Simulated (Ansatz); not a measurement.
# Co (P6_3/mmc) in Ansatz: further runs

Aim: see how the results for Co move with the level of theory and the settings. Levels: PBEsol, LDA, RPBE. Tasks: band structure, phonons.

All numbers are computed with Ansatz 0.2.0; they aren't measurements. Logs are shortened: lines on timing, memory, paths and dates and some standing lists are left out, and cuts for length are marked.

### Step 1. The crystal as given

The structure is hexagonal, space group P6_3/mmc (No. 194). Conventional cell: a = 2.472 Å, b = 2.472 Å, c = 4.021 Å, α = 90.00°, β = 90.00°, γ = 120.00°. Co (site symmetry -6m2) has 12 Co at 2.47 Å as nearest neighbours.

### Step 2. Band structure, PBEsol, collinear spin, ferromagnetic start

input.yaml reads:

```yaml
crystal:
  lattice:
    - [2.4719999032, 0.0, 0.0]
    - [-1.2359999516, 2.1408147143, 0.0]
    - [0.0, 0.0, 4.02114408]
  atoms:
    - { symbol: Co, position: [0.6666666667, 0.3333333333, 0.75], spin: 2.0 }
    - { symbol: Co, position: [0.3333333333, 0.6666666667, 0.25], spin: 2.0 }
kpoints:
  mp_grid: { grid: [12, 12, 7] }
  band_path:
    path:
      - [0.0, 0.0, 0.0]
      - [0.5, 0.0, 0.0]
      - [0.3333333333, 0.3333333333, 0.0]
      - [0.0, 0.0, 0.0]
      - [0.0, 0.0, 0.5]
      - [0.5, 0.0, 0.5]
      - [0.3333333333, 0.3333333333, 0.5]
      - [0.0, 0.0, 0.5]
    npoints: 10
scf:
  occupations: { method: fermi_dirac, width: 0.05 }
hamiltonian:
  xc: pbesol
  pseudopotentials: { kind: all_electron, lapw: { basis_error: 0.001 } }
magnetization:
  spin_polarized: true
output:
  forces: true
  stress: true
  eigenvalues: true
```

Potentials or basis: all-electron LAPW, scalar-relativistic.

The run is started by

```sh
ansatz run input.yaml --threads 2 --pin off --max-ram 6144MiB --backend cpu --events-out ev --progress --plain --runs-dir out
```

What it wrote:

```text
Warning: RAYON_NUM_THREADS=2 ignored (pool sized by the plan → 2); use --threads N
LAPW: plane waves up to 9.095 Å⁻¹, error target 1.0e-3 eV per atom; small_component_spin mean_spin; Co in spheres of 1.233 Å, 17 of its electrons in bands, Dirac shells [] (how accurate: hamiltonian.pseudopotentials.lapw.basis_error, Limitations)
Engine: ansatz 0.2.0, aarch64-unknown-linux-gnu
Pseudopotentials: kind: all_electron
Pseudopotential: Co, LAPW, valence charge 17, lapw/all_electron/scalar/gaussian/Co, Koelling and Harmon's equation, gaussian nucleus
Functional definition: PBEsol
  exchange = pbesol_x
  correlation = pbesol_c
Crystal: 2 atoms, lattice volume = 21.280 Å³
Basis set: ecut = 315.1384648011803 eV, 287 PW (Γ), exchange–correlation at level 2
Bands: 23, of which v1, the nominal top of the filled ones, is band 17 counted from 1 (16 counted from 0)
Symmetry: 24 space group operations
Space group: P63/mmc (ITA 194), of the structure as read, at distance tolerance 2.8e-5 Å
Magnetic group: BNS 194.263 (UNI 1493), of the structure as read, at distance tolerance 2.8e-5 Å
k-points: 76 of 1008
Non-local potential: Co, projectors of the file, none
Initial density: superposition of atomic densities (chi_scale 0.1, normalization cell)
Starting moments: Σ|m| = 4 μB on 2 of 2 sites
Initial wavefunctions: plane waves of lowest kinetic energy (no species holds an atomic orbital)
Functional: x = pbesol(κ = 0.804, μ = 0.12345679012345678), c = pbesol(β = 0.046)
iter 1 solved again at ethr=3.04e-5 eV; its pass at ethr=1.00e-1 eV (dr2=1.03e-2 eV) is discarded
SCF iter   1: F=—  HF=-75768.711379 eV  |F-HF|=—  |Δ(HF+E_count)|=         —  Δρ=1.85e-2 (↑1.85e-2 ↓1.85e-2)  dr2=1.04e-2  dr2_m=6.26e-2  M=3.244 μB ∫|m|=3.360 μB  β_m=0.30  ethr=3.04e-5  ⟨swp⟩=3.4  Hψ=27100  notcnv=0
Mixer restart at iter 1: flushing history
preconditioner: auto → none  [metal: Δε(μ)=0.004 eV  Ē_g=9.766 eV  σ=0.050 eV  W_gap=0.02  n_scr=8 (ndim 8)  ℏωp=34.2 eV  f_vac=0.000  D(μ)=1.94/eV (n_scr^D=22)  sad-step TF]
SCF iter   2: F=—  HF=-75768.777775 eV  |F-HF|=—  |Δ(HF+E_count)|=   6.64e-2  Δρ=1.33e-2 (↑1.30e-2 ↓1.33e-2)  dr2=6.34e-3  dr2_m=3.18e-2  M=3.233 μB ∫|m|=3.385 μB  β_m=0.43  ethr=3.04e-5  ⟨swp⟩=2.5  Hψ=9974  notcnv=0
SCF iter   3: F=—  HF=-75768.833120 eV  |F-HF|=—  |Δ(HF+E_count)|=   5.53e-2  Δρ=6.24e-3 (↑5.99e-3 ↓6.24e-3)  dr2=1.59e-3  dr2_m=6.57e-3  M=3.203 μB ∫|m|=3.414 μB  β_m=0.44  ethr=1.86e-5  ⟨swp⟩=3.0  Hψ=10917  notcnv=0
iter 4 solved again at ethr=3.02e-7 eV; its pass at ethr=4.67e-6 eV (dr2=1.03e-4 eV) is discarded
SCF iter   4: F=—  HF=-75768.853020 eV  |F-HF|=—  |Δ(HF+E_count)|=   1.99e-2  Δρ=1.48e-3 (↑1.14e-3 ↓1.48e-3)  dr2=1.02e-4  dr2_m=2.98e-4  M=3.193 μB ∫|m|=3.450 μB  β_m=0.72  ethr=3.02e-7  ⟨swp⟩=2.0  Hψ=17408  notcnv=0
SCF iter   5: F=—  HF=-75768.855560 eV  |F-HF|=—  |Δ(HF+E_count)|=   2.54e-3  Δρ=2.09e-4 (↑1.64e-4 ↓2.09e-4)  dr2=1.09e-6  dr2_m=6.28e-6  M=3.198 μB ∫|m|=3.482 μB  β_m=0.77  ethr=3.01e-7  ⟨swp⟩=3.0  Hψ=10974  notcnv=0
SCF iter   6: F=—  HF=-75768.855622 eV  |F-HF|=—  |Δ(HF+E_count)|=   6.18e-5  Δρ=2.54e-5 (↑2.54e-5 ↓1.96e-5)  dr2=1.06e-7  dr2_m=6.42e-8  M=3.198 μB ∫|m|=3.487 μB  β_m=0.83  ethr=3.21e-9  ⟨swp⟩=3.1  Hψ=11013  notcnv=0
SCF iter   7: F=—  HF=-75768.855622 eV  |F-HF|=—  |Δ(HF+E_count)|=   5.32e-7  Δρ=5.39e-6 (↑2.56e-6 ↓5.39e-6)  dr2=4.03e-9  dr2_m=2.22e-9  M=3.198 μB ∫|m|=3.487 μB  β_m=0.84  ethr=3.11e-10  ⟨swp⟩=2.9  Hψ=10114  notcnv=0
SCF iter   8: F=-75768.855622 eV  HF=-75768.855622 eV  |F-HF|=1.32e-9  |Δ(HF+E_count)|=   3.15e-8  Δρ=1.49e-6 (↑7.67e-7 ↓1.49e-6)  dr2=2.35e-10  dr2_m=1.92e-10  M=3.198 μB ∫|m|=3.487 μB  ethr=1.19e-11  ⟨swp⟩=3.0  Hψ=10484  notcnv=0
SCF 1 converged in 8 iterations: F = -75768.855622 eV  dr2 = 2.35e-10
NSCF: frozen V_eff on 71 k-points
SCF converged after 8 iterations
Magnetization: 3.1984 μB (18.5992 up, 15.4008 down)
Absolute magnetization: 3.4872 μB (∫|ρ↑−ρ↓|)
Spin contamination: 0.0486 ħ² per cell (⟨S²⟩ above its minimum at these occupations)
Per-site moments (μB) at R_I (Å): [(1.6475210694768325, 1.2328146238691469), (1.6475210694768325, 1.2328146238691469)]
Free energy (F): -75768.855622 eV
Harris-Foulkes:  -75768.855622 eV  (|F-HF|=1.32e-9)
Internal energy: -75768.839813 eV  (E = F + TS)
E sigma→0 (E₀):  -75768.847718 eV
Entropy (-TS):   -0.015809 eV (-7.905 meV/atom)
Fermi energy:    19.347736 eV
--- Per-component energies (eV) ---
  E_band       = -463.143181
  E_kinetic    = 76885.199940
  E_xc         = -3181.844523
  E_electrostatic = -149472.195230  (all electrons and nuclei)
  E_smearing   = -0.015809  (= −TS)
  E_closure    = 0.000000  (closes the sum)
  E_atoms      = -75750.878730  (free atoms, spherical and without spin; not in F)
  Σ components = -75768.855622   (vs F -75768.855622, Δ=0.00e0)
  Basis errors (estimates in eV, not in F): energy 2.2e-4 per atom: plane waves 2.1e-4 (1.1e-4 summed), levels above the bands 2.3e-87, relativity 1.8e-8, radial functions 7.2e-6, core shells 1.0e-9; eigenvalues (radial functions only) 9.9e-7; not estimated: angular momenta, meshes, grids; target (lapw.basis_error) 1.0e-3; muffin-tin radii Co 1.233 Å
--- Forces (eV/Å), atoms counted from 1 ---
  atom   1  Co    -0.00000000    -0.00000000     0.00000000
  atom   2  Co    -0.00000000     0.00000000     0.00000000
  max |Σ_I F_I| component: 2.31e-17 eV/Å
--- Stress (GPa, compression-positive) ---
       -4.903773       0.000000       0.000000
        0.000000      -4.903773       0.000000
        0.000000       0.000000      -7.718281
  P = ⅓ Tr σ = -5.8419 GPa (-58.419 kbar)
--- Band table (eV; the first three rows and the last of 152) ---
  k-point 0 ↑: bands = ["-76.4046", "-76.3432", "-39.9555", "-39.6480", "-39.6480", "-39.6039", "-39.5981", "-39.5981", "10.1651", "14.0469", "16.6782", "16.7373", "16.7373", "17.0585", "17.0585", "17.4482", "17.4482", "18.5772", "18.5772", "19.0435", "25.7233", "41.2829", "44.1190"]
  k-point 1 ↑: bands = ["-76.4016", "-76.3463", "-39.9384", "-39.6456", "-39.6456", "-39.6216", "-39.6006", "-39.6006", "10.3723", "13.9951", "16.6239", "16.6874", "16.6874", "17.0029", "17.0029", "17.5727", "17.5727", "18.3054", "18.5648", "18.5648", "26.8768", "41.1765", "42.9623"]
  k-point 2 ↑: bands = ["-76.3931", "-76.3548", "-39.8901", "-39.6709", "-39.6386", "-39.6386", "-39.6075", "-39.6075", "10.9741", "13.7101", "16.4870", "16.6269", "16.6269", "16.8699", "16.8699", "17.0931", "17.8410", "17.8410", "18.5044", "18.5044", "29.4475", "39.3987", "41.6041"]
  k-point 75 ↓: bands = ["-74.3031", "-74.3031", "-37.9186", "-37.9186", "-37.8567", "-37.8315", "-37.6915", "-37.6915", "16.6079", "16.6868", "16.7095", "16.7095", "17.5651", "17.5651", "19.0419", "19.3103", "20.4680", "20.4680", "25.7785", "25.7785", "26.9007", "28.1552", "29.8160"]
```

Wall time 25 s (2 threads of Arm Neoverse V1, shared host); peak memory 0.51 GiB.

What came out:

```yaml
Free_energy: -75768.8556 eV
Pressure: -5.8 GPa
Band_gap_along_the_path: none (metal or under the smearing width)
Net_moment: 3.20 μB per cell
Absolute_moment: 3.49 μB per cell
Site_moments: Co +1.65 μB
```

Levels at the corners of the path, in eV from the Fermi level:
Spin up:
```csv
point,band 16,band 17,band 18,band 19,band 20,band 21,band 22,band 23
Γ,-1.90,-1.90,-0.77,-0.77,-0.30,6.38,21.94,24.77
M,-0.61,-0.54,-0.46,1.33,3.37,9.67,10.33,12.77
K,-0.89,-0.89,-0.78,4.53,5.37,5.37,12.38,13.13
Γ,-1.90,-1.90,-0.77,-0.77,-0.30,6.38,21.94,24.77
A,-2.67,-1.09,-1.09,-1.09,-1.09,14.94,14.94,22.66
L,-1.05,-0.52,-0.52,1.52,1.52,7.38,7.38,18.46
H,-1.89,-0.71,-0.71,5.75,5.75,7.38,7.38,9.66
A,-2.67,-1.09,-1.09,-1.09,-1.09,14.94,14.94,22.66
```
Spin down:
| point | band 14 | band 15 | band 16 | band 17 | band 18 | band 19 |
| --- | --- | --- | --- | --- | --- | --- |
| Γ | -0.62 | -0.62 | -0.29 | -0.15 | -0.15 | 1.10 |
| M | -1.10 | -0.66 | 1.26 | 1.36 | 1.42 | 2.61 |
| K | -1.43 | -0.35 | 0.94 | 0.94 | 1.09 | 5.38 |
| Γ | -0.62 | -0.62 | -0.29 | -0.15 | -0.15 | 1.10 |
| A | -1.05 | -1.05 | -1.05 | 0.74 | 0.74 | 0.74 |
| L | -0.05 | 0.23 | 0.23 | 1.36 | 1.36 | 2.23 |
| H | -1.81 | -0.20 | -0.20 | 1.13 | 1.13 | 6.45 |
| A | -1.05 | -1.05 | -1.05 | 0.74 | 0.74 | 0.74 |

[end of part 1 of 2]
